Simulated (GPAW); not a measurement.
A run of GPAW 26.7.0 is set up as follows.

run.py

```python
import numpy as np
from ase.dft.bandgap import bandgap
from ase.io import read, write
from ase.units import GPa
from gpaw import GPAW, PW
from gpaw.spinorbit import soc_eigenstates

atoms = read('POSCAR')

calc = GPAW(mode=PW(600),
            xc='MGGA_X_REVTPSS+MGGA_C_REVTPSS',
            kpts={'size': (5, 5, 3), 'gamma': True},
            occupations={'name': 'fermi-dirac', 'width': 0.05},
            nbands=31,
            convergence={'density': 1e-05, 'energy': 1e-05},
            eigensolver='davidson',
            maxiter=150,
            txt='gpaw.txt')
atoms.calc = calc
energy = atoms.get_potential_energy()
forces = atoms.get_forces()
stress = atoms.get_stress()
calc.write('gs.gpw')
write('result.traj', atoms)
print(f'Energy: {energy:.6f} eV')
print('Forces (eV/A):')
print(forces.round(4))
print('Stress (GPa):', (stress / GPa).round(3))
print('Fermi level:', round(calc.get_fermi_level(), 4), 'eV')
print(f'Gap: {bandgap(calc)[0]:.4f} eV, direct: {bandgap(calc, direct=True)[0]:.4f} eV')

path = atoms.cell.bandpath('GMKGALHA,LM,KH', npoints=60, eps=1e-4)
bs_calc = calc.fixed_density(kpts=path, symmetry='off', nbands=52,
                             convergence={'bands': 'CBM+6.0', 'eigenstates': 1e-6}, txt='bands.txt')
bs = bs_calc.band_structure()
bs.write('bs.json')
print(f'Gap on the path: {bandgap(bs_calc)[0]:.4f} eV')

soc = soc_eigenstates(bs_calc, theta=90, phi=45, ignore_xc_potential=True)
np.savetxt('soc_bands.dat', soc.eigenvalues(), fmt='%.4f')
mesh = soc_eigenstates('gs.gpw', theta=90, phi=45, ignore_xc_potential=True)
np.savetxt('soc_mesh.dat', mesh.eigenvalues(), fmt='%.4f')
print('Fermi level with spin-orbit coupling:', round(mesh.fermi_level, 4), 'eV')
```

File POSCAR:

```
CdSe
1.0
    4.3000000000      0.0000000000      0.0000000000
   -2.1500000000      3.7239092363      0.0000000000
    0.0000000000      0.0000000000      7.0200000000
Cd Se
2 2
Direct
    0.6666666667      0.3333333333      0.5000000000
    0.3333333333      0.6666666667      0.0000000000
    0.6666666667      0.3333333333      0.8850000000
    0.3333333333      0.6666666667      0.3850000000
```

Potentials or basis: GPAW PAW data sets (gpaw-data 1.2.1), pw.

Command:

```bash
$ OMP_NUM_THREADS=1 python run.py
```

(1) Predict the band gap on the k mesh.

(2) What does it give for the pressure?

(3) What does it give for the largest force?

(4) What does it give for the band gap along the path?

Results:

(1) 0.77 eV, direct.

(2) 1.3 GPa.

(3) 0.263 eV/Å.

(4) 0.77 eV, direct.

Caveat: spin-orbit coupling was added after a scalar SCF, so levels and gaps hold it while energy, forces, pressure and moments don't; this program's spin-orbit splittings come out too wide for heavy elements; the PAW data sets were made with another functional, which shifts forces and pressure a little.

**Experimental background.**

A printed reference work, data compilation reports, for a bulk crystal of CdSe at 2 K: band gap 1.841 eV.

A measured gap of CdSe is 1.841 eV (2 K; a printed reference work, data compilation); the calculated 0.77 eV misses it by -1.07 eV. So large a miss can be the level of theory's own, or it may mean another phase, state or a wrong row. The value is that of revTPSS, without temperature or zero-point motion.
